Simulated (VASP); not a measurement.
# AlN (P6_3mc) in VASP: notebook

The runs below take AlN through dielectric tensor, with PBE.

Program: VASP 6.6.1. These are calculated values, not measurements. Logs are shortened: lines on timing, memory, paths and dates and some standing lists are left out, and cuts for length are marked.

**1. Starting point**

The structure is hexagonal, space group P6_3mc (No. 186). Conventional cell: a = 3.113 Å, b = 3.113 Å, c = 4.981 Å, α = 90.00°, β = 90.00°, γ = 120.00°. Around Al (site symmetry 3m) lie 4 N at 1.89 Å. N (site symmetry 3m) has 4 Al at 1.89 Å as nearest neighbours.

**2. Dielectric tensor, PBE**

INCAR

```
PREC = Accurate
ENCUT = 280
EDIFF = 1E-8
ISMEAR = 0
SIGMA = 0.01
LREAL = False
LASPH = True
NELM = 100
ALGO = Normal
ISIF = 2
LWAVE = False
LCHARG = False
GGA = PE
LEPSILON = True
```

KPOINTS

```
regular mesh
0
Gamma
  8 8 4
```

POSCAR

```
AlN
1.0
    3.1130000000      0.0000000000      0.0000000000
   -1.5565000000      2.6959370820      0.0000000000
    0.0000000000      0.0000000000      4.9810000000
Al N
2 2
Direct
    0.6666666667      0.3333333333      0.5000000000
    0.3333333333      0.6666666667      0.0000000000
    0.6666666667      0.3333333333      0.8800000000
    0.3333333333      0.6666666667      0.3800000000
```

Potentials or basis: VASP PAW PBE potentials, release 64 (Al, N).

On the command line:

```
> cat potpaw_PBE.64/Al/POTCAR potpaw_PBE.64/N/POTCAR > POTCAR
> mpirun -np 1 vasp_std > vasp.out
```

OUTCAR:

```text
PREC = Accurate
   ENCUT = 280
   EDIFF = 1E-8
   ISMEAR = 0
   LREAL = False
   LASPH = True
   NELM = 100
   ISIF = 2
   GGA = PE
   LEPSILON = True

 Found     30 irreducible k-points:

 Following reciprocal coordinates:
            Coordinates               Weight
  0.000000  0.000000  0.000000      1.000000
  0.125000  0.000000  0.000000      6.000000
  0.250000  0.000000  0.000000      6.000000
  0.375000  0.000000  0.000000      6.000000
  0.500000  0.000000  0.000000      3.000000
  0.125000  0.125000  0.000000      6.000000
   k-points           NKPTS =     30   k-points in BZ     NKDIM =     30   number of bands    NBANDS=     12
   number of dos      NEDOS =    301   number of ions     NIONS =      4
   total plane-waves  NPLWV =   9072
   dimension x,y,z NGX =    18 NGY =   18 NGZ =   28
   dimension x,y,z NGXF=    36 NGYF=   36 NGZF=   56
   ions per type =               2   2
   NGX,Y,Z   is equivalent  to a cutoff of   9.61,  9.61,  9.35 a.u.
   NGXF,Y,Z  is equivalent  to a cutoff of  19.23, 19.23, 18.69 a.u.
 SYSTEM =  unknown system
   PREC   = accura    normal or accurate (medium, high low for compatibility)
   ISTART =      0    job   : 0-new  1-cont  2-samecut
   ICHARG =      2    charge: 1-file 2-atom 10-const
   ISPIN  =      1    spin polarized calculation?
   LNONCOLLINEAR =      F non collinear calculations
   LSORBIT =      F    spin-orbit coupling
   LASPH  =      T    aspherical Exc in radial PAW
   ENCUT  =  280.0 eV  20.58 Ry    4.54 a.u.   4.25  4.25  6.80*2*pi/ulx,y,z
   NELM   =    100;   NELMIN=  2; NELMDL= -5     # of ELM steps
   EDIFF  = 0.1E-07   stopping-criterion for ELM
   LREAL  =      F    real-space projection
   EDIFFG = 0.1E-06   stopping-criterion for IOM
   NSW    =      0    number of steps for IOM
   IBRION =     -1    ionic relax: 0-MD 1-quasi-New 2-CG
   NFREE  =      0    steps in history (QN), initial steepest desc. (CG)
   ISIF   =      2    stress and relaxation
   ISYM   =      2    0-nonsym 1-usesym 2-fastsym
   POTIM  = 0.5000    time-step for ionic-motion
   TEBEG  =    0.0;   TEEND  =   0.0 temperature during run
   PSTRESS=    0.0 pullay stress
   NELECT =      16.0000    total number of electrons
   NUPDOWN=      -1.0000    fix difference up-down
   EMIN   =  10.00;   EMAX   =-10.00  energy-range for DOS
   EFERMI =   0.00;   METHOD = LEGACY
   ISMEAR =     0;   SIGMA  =   0.01  broadening in eV -4-tet -1-fermi 0-gaus
   EFERMI_NEDOS =   21; number of points for ismear=-14 and -15
   IALGO  =     38    algorithm
   IMIX   =      4    mixing-type and parameters
     AMIX     =   0.40;   BMIX     =  1.00
     AMIX_MAG =   1.60;   BMIX_MAG =  1.00
  volume/ion in A,a.u.               =      10.45        70.52
  Fermi-wavevector in a.u.,A,eV,Ry     =   1.188629  2.246183 19.222843  1.412839
  Thomas-Fermi vector in A             =   2.324754
   LORBIT       =      0    0 simple, 1 ext, 2 COOP (PROOUT), +10 PAW based schemes
   GGA     = PE    functional components
   LHFCALC =     F    Hartree Fock is set to
   AEXX    =    0.0000 exact exchange contribution
   IVDW    =     0    specifies the selected vdW correction
   LEPSILON=     T    determine dielectric tensor
   LRPA    =     F    only Hartree local field effects (RPA)
 non-spin polarized calculation
 Gauss-broadening in eV      SIGMA  =   0.01
  energy-cutoff  :      280.00
  volume of cell :       41.80
 maximum number of plane-waves:       460
 NGX is ok and might be reduce to    18
   NGX =  9   NGY =  9   NGZ = 13

--------------------------------------- Ionic step        1  -------------------------------------------

 number of electron      16.0000004 magnetization

 E-fermi :   6.4179     XC(G=0): -10.9122

 val. band max:        6.3097406792   @ k =   0.0000   0.0000   0.0000
 cond. band min:      10.2431390403   @ k =   0.0000   0.0000   0.0000
 fundamental gap:      3.9333983611
 Fermi energy:         6.4179043007

 k-point     1 :       0.0000    0.0000    0.0000
  band No.  band energies     occupation
      1      -9.1594      2.00000
      2      -7.0550      2.00000
      3       0.1619      2.00000
      4       5.3364      2.00000
      5       5.3364      2.00000
      6       6.0056      2.00000
      7       6.0056      2.00000
      8       6.3097      2.00000
      9      10.2431      0.00000
     10      12.7569      0.00000
     11      16.9084      0.00000
     12      17.3223      0.00000

 k-point     2 :       0.1250    0.0000    0.0000
  band No.  band energies     occupation
      1      -8.9642      2.00000
      2      -6.9476      2.00000
      3       0.3982      2.00000
      4       4.4687      2.00000
      5       5.0976      2.00000
      6       5.1596      2.00000
      7       6.0084      2.00000
      8       6.1609      2.00000
      9      11.1335      0.00000
     10      13.5198      0.00000
     11      16.0352      0.00000
     12      16.2696      0.00000

 k-point     3 :       0.2500    0.0000    0.0000
  band No.  band energies     occupation
      1      -8.4226      2.00000
      2      -6.6964      2.00000
      3       1.0692      2.00000
      4       2.7169      2.00000
      5       3.7015      2.00000
      6       4.6287      2.00000
      7       5.7614      2.00000
      8       5.8178      2.00000
      9      12.3378      0.00000
     10      13.7547      0.00000
     11      14.2962      0.00000
     12      16.2555      0.00000

 k-point     4 :       0.3750    0.0000    0.0000
  band No.  band energies     occupation
      1      -7.6952      2.00000
      2      -6.5165      2.00000
      3       1.2483      2.00000
      4       2.0644      2.00000
      5       2.4976      2.00000
      6       4.2447      2.00000
      7       5.0358      2.00000
      8       5.6146      2.00000
      9      12.2498      0.00000
     10      12.5092      0.00000
     11      14.1989      0.00000
     12      16.5370      0.00000

 k-point     5 :       0.5000    0.0000    0.0000
  band No.  band energies     occupation
      1      -7.2375      2.00000
      2      -6.5565      2.00000
      3       0.6969      2.00000
      4       1.9985      2.00000
      5       2.8157      2.00000
      6       4.0815      2.00000
      7       4.4041      2.00000
      8       5.5029      2.00000
      9      11.9781      0.00000
     10      12.0062      0.00000
     11      14.3222      0.00000
     12      16.5433      0.00000

 k-point     6 :       0.1250    0.1250    0.0000
  band No.  band energies     occupation
      1      -8.5952      2.00000
      2      -6.7675      2.00000
      3       0.8526      2.00000
      4       3.5101      2.00000
      5       3.6861      2.00000
      6       4.9391      2.00000
      7       5.6823      2.00000
      8       5.9099      2.00000
      9      12.2118      0.00000
     10      14.4542      0.00000
     11      14.8861      0.00000
     12      15.1641      0.00000

 [... further k-points ...]

  FORCE on cell =-STRESS in cart. coord.  units (eV):
  Direction    XX          YY          ZZ          XY          YZ          ZX
  --------------------------------------------------------------------------------------
  -------------------------------------------------------------------------------------
  Total       -6.3165244     -6.3165244     -5.9395307      0.0000000      0.0000000      0.0000000
  in kB     -242.0936192   -242.0936192   -227.6445720      0.0000000      0.0000000      0.0000000
  external PRESSURE =    -237.2772701 kB  Pullay stress =       0.0000000 kB

 VOLUME and BASIS-vectors are now :
 -----------------------------------------------------------------------------
  energy-cutoff  :      280.00
  volume of cell :       41.80
      direct lattice vectors                 reciprocal lattice vectors
     3.113000000  0.000000000  0.000000000     0.321233537  0.185464269  0.000000000
    -1.556500000  2.695937082  0.000000000     0.000000000  0.370928538  0.000000000
     0.000000000  0.000000000  4.981000000     0.000000000  0.000000000  0.200762899

 POSITION                                       TOTAL-FORCE (eV/Angst)
 -----------------------------------------------------------------------------------
      1.55650      0.89865      2.49050        -0.000000     -0.000000     -0.129386
     -0.00000      1.79729      0.00000         0.000000      0.000000     -0.129386
      1.55650      0.89865      4.38328         0.000000      0.000000      0.129386
     -0.00000      1.79729      1.89278        -0.000000      0.000000      0.129386
 -----------------------------------------------------------------------------------
    total drift:                                0.000000      0.000001      0.000005

  FREE ENERGIE OF THE ION-ELECTRON SYSTEM (eV)
  ---------------------------------------------------
  free  energy   TOTEN  =       -29.6255437670 eV

  energy  without entropy=      -29.6255437670  energy(sigma->0) =      -29.62554377

 HEAD OF MICROSCOPIC STATIC DIELECTRIC TENSOR (INDEPENDENT PARTICLE, excluding Hartree and local field effects)
 ------------------------------------------------------
           4.637180     0.000000     0.000000
           0.000000     4.637180     0.000000
          -0.000000     0.000000     4.843954
 ------------------------------------------------------

 Free energy of the ion-electron system (eV)
  ---------------------------------------------------
  ---------------------------------------------------
  free energy    TOTEN  =        -0.44526706 eV

  energy without entropy =       -0.44526706

------------------------ aborting loop because EDIFF is reached ----------------------------------------

--------------------------------------- Ionic step        2  -------------------------------------------

------------------------ aborting loop because EDIFF is reached ----------------------------------------

--------------------------------------- Ionic step        3  -------------------------------------------

 Free energy of the ion-electron system (eV)
  ---------------------------------------------------
  ---------------------------------------------------
  free energy    TOTEN  =        -0.47190058 eV

  energy without entropy =       -0.47190058

------------------------ aborting loop because EDIFF is reached ----------------------------------------

 PIEZOELECTRIC TENSOR FIELD DIRECTION 3  (e Angst)
 -----------------------------------------------------------------------------
     0.68974  0.00000  0.00000           (  0.00594  0.00000  0.00000)
     0.00000  0.68974  0.00000           (  0.00000  0.00594  0.00000)
     0.00000  0.00000 -1.04391           (  0.00000  0.00000 -0.00584)

 PIEZOELECTRIC TENSOR FIELD DIRECTION 3  (C/m^2)
 -----------------------------------------------------------------------------
     0.26436  0.00000  0.00000
     0.00000  0.26436  0.00000
     0.00000  0.00000 -0.40010

 MACROSCOPIC STATIC DIELECTRIC TENSOR (including local field effects in DFT)
 ------------------------------------------------------
           4.495744    -0.000000    -0.000000
           0.000000     4.495744     0.000000
           0.000000    -0.000000     4.720732
 ------------------------------------------------------

 PIEZOELECTRIC TENSOR (including local field effects)  for field in x, y, z        (e  Angst)
          XX          YY          ZZ          XY          YZ          ZX
  --------------------------------------------------------------------------------
  x     0.00000     0.00000     0.00000     0.00000     0.00000     0.88491
  y     0.00000    -0.00000    -0.00000     0.00000     0.88491     0.00000
  z     0.68974     0.68974    -1.04391     0.00000     0.00000     0.00000

 PIEZOELECTRIC TENSOR (including local field effects)  for field in x, y, z        (C/m^2)
          XX          YY          ZZ          XY          YZ          ZX
  --------------------------------------------------------------------------------
  x     0.00000     0.00000     0.00000     0.00000     0.00000     0.33916
  y     0.00000    -0.00000    -0.00000     0.00000     0.33916     0.00000
  z     0.26436     0.26436    -0.40010     0.00000     0.00000     0.00000

 BORN EFFECTIVE CHARGES (including local field effects) (in |e|, cummulative output)
 ---------------------------------------------------------------------------------
 ion    1
    1     2.47140     0.00000     0.00000
    2     0.00000     2.47140     0.00000
    3     0.00000     0.00000     2.62876
 ion    2
    1     2.47140     0.00000     0.00000
    2     0.00000     2.47140     0.00000
    3    -0.00000     0.00000     2.62876
 ion    3
    1    -2.47140     0.00000     0.00000
    2     0.00000    -2.47140     0.00000
    3    -0.00000     0.00000    -2.62876
 ion    4
    1    -2.47140     0.00000     0.00000
    2     0.00000    -2.47140     0.00000
    3     0.00000    -0.00000    -2.62876
```

Run time: 57 s. Hardware: 1 thread of AMD EPYC 7R13 (Zen 3), shared host; peak memory 0.12 GiB.

The run converged, but a check on its numbers failed (symmetry, net force, bounds or a known fault of this set-up), so they aren't taken as properties of the crystal.

Caveat: the cutoff lies under the usual one of these potentials, so the numbers hold a large basis-set error.

(Part 1 of 2 ends here.)
